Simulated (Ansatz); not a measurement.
Write a Python script for the Ansatz DFT code, driven from Python that makes a point defect in a supercell of Pt, space group Fm-3m. Settings (first run): RPBE, PAW, cutoff 544 eV, 3×4×4 k-points, cold smearing of 0.15 eV, D3BJATM dispersion.

`pt.extxyz`
```text
1
Lattice="0.0 1.9609 1.9609 1.9609 0.0 1.9609 1.9609 1.9609 0.0" Properties=species:S:1:pos:R:3 pbc="T T T"
Pt    0.00000000    0.00000000    0.00000000
```

`defect_pt.py`
```python
# -*- coding: utf-8 -*-
'''A vacancy in a supercell of Pt, against the perfect cell.'''

import ansatz
import numpy as np

pt = ansatz.Crystal.from_extxyz('pt.extxyz')
host = pt.supercell(3, 2, 2)
defective = host.vacancy('Pt', at=(0.0, 0.0, 0.0))

def settled(structure):
    return (
        structure.calculation()
        .accuracy('low')
        .occupations(ansatz.OccupationsMethod.COLD, width=0.15)
        .kpoints(3, 4, 4, center='monkhorst-pack')
        .basis(20 * ansatz.Ha)
        .scf(algorithm='direct_min')
        .functional('rpbe', dispersion='d3bjatm')
        .band_table()
    )


perfect = settled(host).run().report
calc = (
    settled(defective)
    .relax(force_tolerance=0.03, max_steps=25)
)
result = calc.run()
rep = result.report

n_host, n_defect = len(perfect['lattice']['sites']), len(rep['lattice']['sites'])
print(f'perfect cell: {n_host} atoms, F = {perfect["free_energy_ev"]:.4f} eV')
print(f'defect cell:  {n_defect} atoms, F = {rep["free_energy_ev"]:.4f} eV')
print(f'vacancy formation energy {rep["free_energy_ev"] - perfect["free_energy_ev"] * n_defect / n_host:.3f} eV')

start = np.array([site.position for site in defective.resolved().sites])
step = np.array([site.position_frac for site in result.lattice.sites]) - start
moved = np.linalg.norm((step - np.round(step)) @ result.lattice.cell_ang, axis=1)
print('relaxation by atom (A):', ' '.join(f'{site.symbol}:{d:.3f}' for site, d in zip(result.lattice.sites, moved)))

pull = np.linalg.norm(rep['forces_ev_ang'], axis=1)
for atom in np.argsort(-pull)[:5]:
    print(f'force on {result.lattice.sites[atom].symbol}{atom}: {pull[atom]:.3f} eV/A')
```

```console
$ python defect_pt.py
perfect cell: 12 atoms, F = -150491.6155 eV
defect cell:  11 atoms, F = -137946.5201 eV
vacancy formation energy 4.127 eV
relaxation by atom (A): Pt:0.000 Pt:0.000 Pt:0.000 Pt:0.060 Pt:0.004 Pt:0.004 Pt:0.003 Pt:0.060 Pt:0.004 Pt:0.004 Pt:0.003
force on Pt3: 0.042 eV/A
force on Pt7: 0.042 eV/A
force on Pt5: 0.005 eV/A
force on Pt9: 0.005 eV/A
force on Pt8: 0.005 eV/A
```

Caveats:
- These settings explore the input space; cutoff and mesh may be short of convergence.
- Dispersion corrections can be off by several per cent in the lattices of metals, and by several GPa in the pressure at a fixed cell.
- The mesh is modest for a metal, so energies can be off by several to tens of meV an atom and pressures by half a GPa or more; differences at equal mesh fare better.
- The relaxation stopped at 0.030 eV/Å, so the energy gained is a lower bound and displacements are uncertain.
- Errors of mesh and smearing per atom add up over the supercell, so the energy can be off by tenths of an eV.
- Spin-orbit coupling, which matters for elements this heavy, is left out.
- The supercell is small, so the defect meets its images and the energies aren't those of an isolated defect; a partly filled defect level may also lower its energy by spin or distortion. For a charged cell the difference holds no correction, alignment or term for the electrons' reservoir.
- Timing: 8.5 min on 1 thread of Intel(R) Xeon(R) Processor @ 2.30GHz, with other jobs on the host, peak memory 1.8 GiB.
